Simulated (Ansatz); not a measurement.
ZrO2:
```xyz
3
Lattice="0.0000 2.5447 2.5447 2.5447 0.0000 2.5447 2.5447 2.5447 0.0000" Properties=species:S:1:pos:R:3 pbc="T T T"
Zr     0.0000     0.0000     0.0000
O      1.2724     1.2724     1.2724
O      3.8171     3.8171     3.8171
```

Relaxed with r²SCAN. Special points in fractions of this cell's reciprocal vectors: Γ (0.000, 0.000, 0.000); X (0.500, 0.000, 0.500); U (0.625, 0.250, 0.625); K (0.375, 0.375, 0.750); L (0.500, 0.500, 0.500); W (0.500, 0.250, 0.750).

Question: List the band energies nearest the valence-band maximum at these points for the program Ansatz at the r²SCAN level (PAW).

Answer: In eV from the valence-band maximum; about four levels below and three above (degenerate sets whole), none deeper than 8.9 eV; points with the same levels are listed once.

| k | below | above |
|---|---|---|
| Γ | -5.32 -5.32 -5.32 -0.55 -0.55 -0.55 | 3.89 3.89 7.19 |
| X | -3.22 -3.22 -1.52 -1.52 0.00 | 4.29 5.26 6.38 |
| U | -3.13 -2.23 -1.22 -0.34 | 4.51 5.26 6.71 |
| L | -2.59 -2.49 -1.67 -1.67 | 4.50 4.50 6.62 |
| W | -2.42 -2.42 -1.38 -0.21 | 4.91 5.10 6.83 6.83 |

Space group Fm-3m (fluorite). This is a known high-temperature phase of the composition, computed here at zero pressure and temperature. The cell was relaxed with r²SCAN under the symmetry of its start; its stability against distortions is not shown here. The run is not spin-polarised. Scalar-relativistic: spin–orbit coupling is off unless named, which matters more the heavier the elements.

Potentials: the later of the program's two PAW sets.
